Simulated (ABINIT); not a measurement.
Crystal: Ru.

```
CELL_PARAMETERS angstrom
2.70580 0.00000 0.00000
-1.35290 2.34329 0.00000
0.00000 0.00000 4.28190
ATOMIC_POSITIONS crystal
Ru 0.66667 0.33333 0.75000
Ru 0.33333 0.66667 0.25000
```

Base run:

| Item | Value |
| --- | --- |
| Program | ABINIT 10.8.3 (patched build) |
| Functional | RPBE |
| Potentials or basis | JTH PAW PBE v2.0 |
| Cutoff | 408 eV |
| k mesh | 11 × 11 × 6 |
| Occupations | fermi-dirac, width 0.05 eV |
| Spin | no spin polarisation |

Its results: band gap on the k mesh none (metal or under the smearing width); pressure 8.4 GPa.

The run is repeated on the same cell with these changes: functional from RPBE to BLYP. What comes out?

Band gap on the k mesh none (metal or under the smearing width); pressure 19.2 GPa.

Caveats: the PAW data sets were made with another functional, which shifts forces and pressure a little (some runs); so large a pressure means that the cell lies far from this level's equilibrium, or that cutoff or potentials fall short (some runs); the potentials were made for another functional, which shifts forces and pressure (some runs).
